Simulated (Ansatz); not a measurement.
**CO2 (I-42d): equation of state**

An exercise on one series of results from a longer session: the logs are not shown, and one member is left open.

Method: DFT PBE, scalar-relativistic, plane waves, PAW, in Ansatz 0.2.0.

1 further run of the same task is left out (it didn't finish). Runs told in other sessions of the task aren't counted.

## The starting structure

The structure is tetragonal, space group I-42d (No. 122). Conventional cell: a = 3.965 Å, b = 3.965 Å, c = 5.983 Å, α = 90.00°, β = 90.00°, γ = 90.00°. C (site symmetry -4) is surrounded by 4 O at 1.40 Å. O (site symmetry 2) has 2 C at 1.40 Å in its first shell of neighbours.

Coordinates:

```cif
data_structure
_symmetry_space_group_name_H-M 'P 1'
_symmetry_Int_Tables_number 1
_cell_length_a 4.0998
_cell_length_b 4.0998
_cell_length_c 4.0998
_cell_angle_alpha 122.166
_cell_angle_beta 122.166
_cell_angle_gamma 86.287
_cell_volume 47.02
loop_
_atom_site_label
_atom_site_type_symbol
_atom_site_fract_x
_atom_site_fract_y
_atom_site_fract_z
_atom_site_occupancy
C1 C 0.00000 0.00000 0.00000 1
C2 C 0.75000 0.25000 0.50000 1
O1 O 0.37500 0.28931 0.41431 1
O2 O 0.71069 0.12500 0.08569 1
O3 O 0.87500 0.96069 0.58569 1
O4 O 0.03931 0.62500 0.91431 1
```

This cell comes from an earlier session at PBE: 7.837 Å³/atom at 0.00 GPa, on a 10×10×10 mesh.

Volume factors to run: 0.980, 1.020, 0.960, 1.040.

The first run:

The input, input.yaml:

```yaml
crystal:
  lattice:
    - [-1.9691083485, 1.9691083485, 2.9712894791]
    - [1.9691083485, -1.9691083485, 2.9712894791]
    - [1.9691083485, 1.9691083485, -2.9712894791]
  atoms:
    - { symbol: C, position: [0.0, 0.0, 0.0] }
    - { symbol: C, position: [0.75, 0.25, 0.5] }
    - { symbol: O, position: [0.375, 0.2893122308, 0.4143122308] }
    - { symbol: O, position: [0.7106877692, 0.125, 0.0856877692] }
    - { symbol: O, position: [0.875, 0.9606877692, 0.5856877692] }
    - { symbol: O, position: [0.0393122308, 0.625, 0.9143122308] }
basis:
  ecutwfc: 420
  ecutrho_ratio: 4
kpoints:
  mp_grid: { grid: [10, 10, 10] }
hamiltonian:
  xc: pbe
scf:
  occupations: { method: gaussian, width: 0.05 }
output:
  forces: true
  stress: true
  eigenvalues: true
relax:
  f_tol: 0.01
  max_steps: 40
  cell: { stress_tol: 0.1, fix: [volume] }
```

Run with:

```
> ansatz run input.yaml --threads 4 --pin off --max-ram 7168MiB --backend cpu --events-out ev --progress --plain --runs-dir out
```

Among the steps run: At 0.980 of the relaxed volume; At 1.020 of the relaxed volume; Scaling the volume by 0.960; At 1.040 of the relaxed volume.

One of the session's tables, all rows but one given; the rest of the session is left out.

It belongs to the step «The fit». 

```
volume (Å³/atom)  energy (meV/atom)  pressure (GPa)  gap (eV)
           7.524               5.78            6.14      7.77
           7.681                  ?               ?         ?
           7.837               0.00            0.00      7.71
           7.994               1.32           -2.66      7.66
           8.151               5.11           -5.09      7.61
```

**Question.** Estimate the row for volume (Å³/atom) = 7.681.

Worked estimate for «energy (meV/atom)». A straight line through the neighbours (7.524, 5.78) and (7.837, 0.00) gives 5.78 + (0.00 − 5.78) × (7.681 − 7.524) / (7.837 − 7.524) = 2.88; a parabola fitted to 3 rows on both sides gives 1.48.

The run gave: energy (meV/atom): 1.41; pressure (GPa): 2.96; gap (eV): 7.74. In «energy (meV/atom)» the line misses by +1.47 and the parabola by +0.07.
